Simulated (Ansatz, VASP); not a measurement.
Two plane-wave programs on BeTe

Contents of INCAR:

```
SYSTEM = BeTe
PREC     = Accurate       ! precision mode
ENCUT    = 520            ! plane-wave cutoff, eV
EDIFF    = 1E-6           ! SCF threshold, eV
ISMEAR   = -1             ! smearing method
SIGMA    = 0.05           ! smearing width, eV
LREAL    = .FALSE.        ! projectors in reciprocal space
LASPH    = .TRUE.         ! aspherical terms in the spheres
NELM     = 100            ! most SCF steps
ALGO     = Fast           ! electronic algorithm
ISIF     = 2              ! what is computed and relaxed
LWAVE    = .FALSE.        ! write WAVECAR
LCHARG   = .TRUE.         ! write CHGCAR
GGA      = RP             ! functional
IVDW     = 13             ! dispersion correction
LELF     = .TRUE.         ! ELF
LVHAR    = .TRUE.       
NBANDS   = 11             ! bands
```

KPOINTS

```
Automatic mesh
0
G
  8 8 8
  0 0 0
```

Contents of POSCAR:

```
BeTe
1.0
    0.0000000000      2.8243275181      2.8243275181
    2.8243275181      0.0000000000      2.8243275181
    2.8243275181      2.8243275181      0.0000000000
Te Be
1 1
Direct
    0.7500000000      0.7500000000      0.7500000000
    0.0000000000      0.0000000000      0.0000000000
```

Contents of input.yaml:

```yaml
crystal:
  lattice:
    - [0.0, 2.8243275181, 2.8243275181]
    - [2.8243275181, 0.0, 2.8243275181]
    - [2.8243275181, 2.8243275181, 0.0]
  atoms:
    - { symbol: Te, position: [0.75, 0.75, 0.75] }
    - { symbol: Be, position: [0.0, 0.0, 0.0] }
hamiltonian:
  xc: rpbe
  pseudopotentials: { kind: paw }
  dispersion: d4
kpoints:
  mp_grid: { grid: [8, 8, 8] }
scf:
  occupations: { method: fermi_dirac, width: 0.05 }
output:
  forces: true
  stress: true
  eigenvalues: true
```

Alike in both runs: task single point; functional RPBE; dispersion D4; k mesh 8 × 8 × 8; occupations fermi-dirac, width 0.05 eV; no spin polarisation.

|  | VASP | Ansatz |
| --- | --- | --- |
| version | VASP 6.6.1 | Ansatz 0.2.0 |
| potentials or method | VASP PAW PBE potentials, release 64 (Te, Be) | Ansatz PAW |
| plane-wave cutoff (eV) | 520 | 420 |
| valence electrons in the cell | 8 | 18 |

```tsv
	VASP	Ansatz	Ansatz less VASP
gap on the k mesh at the Fermi level (eV)	2.09	2.10	+0.015
least direct gap on the mesh (eV)	3.64	3.66	+0.019
pressure (GPa)	-2.7	-2.8	-0.10
dispersion energy (meV/atom)	-606.7	-606.9	-0.14
```

The two sets of potentials don't hold the same shells in valence.

Caveats: spin-orbit coupling is left out, which moves the levels of the heavy elements; the PAW data sets were made with another functional, which shifts forces and pressure a little (VASP); the PAW data sets come from PBE, with cores solved anew for the run's functional, which leaves a small shift of forces and pressure (Ansatz). A k mesh can miss the band edges.
